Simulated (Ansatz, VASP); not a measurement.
Mo: VASP beside Ansatz

The input INCAR:

```
ALGO = Normal
EDIFF = 1E-7
ENCUT = 520
GGA = PE
ISIF = 2
ISMEAR = -1
LASPH = T
LCHARG = T
LELF = T
LREAL = F
LVHAR = T
LWAVE = F
NBANDS = 13
NELM = 100
PREC = Accurate
SIGMA = 0.05
```

KPOINTS

```
k-points
0
Gamma
  12 12 12
```

Contents of POSCAR:

```
Mo
1.0
   -1.6471613308      1.6471613308      1.5838089719
    1.6471613308     -1.6471613308      1.5838089719
    1.6471613308      1.6471613308     -1.5838089719
Mo
1
Direct
    0.0000000000      0.0000000000      0.0000000000
```

input.yaml

```yaml
crystal:
  lattice:
    - [-1.6471613308, 1.6471613308, 1.5838089719]
    - [1.6471613308, -1.6471613308, 1.5838089719]
    - [1.6471613308, 1.6471613308, -1.5838089719]
  atoms:
    - { symbol: Mo, position: [0.0, 0.0, 0.0] }
hamiltonian:
  xc: pbe
  pseudopotentials: { kind: paw }
kpoints:
  mp_grid: { grid: [12, 12, 12] }
scf:
  occupations: { method: fermi_dirac, width: 0.05 }
output:
  forces: true
  stress: true
  eigenvalues: true
```

Change from the starting cell: strain = 0.04.

Alike in both runs: task single point; functional PBE; k mesh 12 × 12 × 12; occupations fermi-dirac, width 0.05 eV; no spin polarisation.

|  | VASP | Ansatz |
| --- | --- | --- |
| version | VASP 6.6.1 | Ansatz 0.2.0 |
| potentials or method | VASP PAW PBE potentials, release 64 (Mo_sv) | Ansatz PAW |
| plane-wave cutoff (eV) | 520 | 420 |
| valence electrons in the cell | 14 | 14 |

Ansatz gave:

* gap on the k mesh at the Fermi level (eV): none
* pressure (GPa): -18.4
* largest component of the traceless stress (GPa): 7.70

Q: Which values does VASP return?

A: gap on the k mesh at the Fermi level (eV): none; pressure (GPa): -18.0; largest component of the traceless stress (GPa): 7.70.

A gap of «none» marks a metal or a gap that the smearing closes.
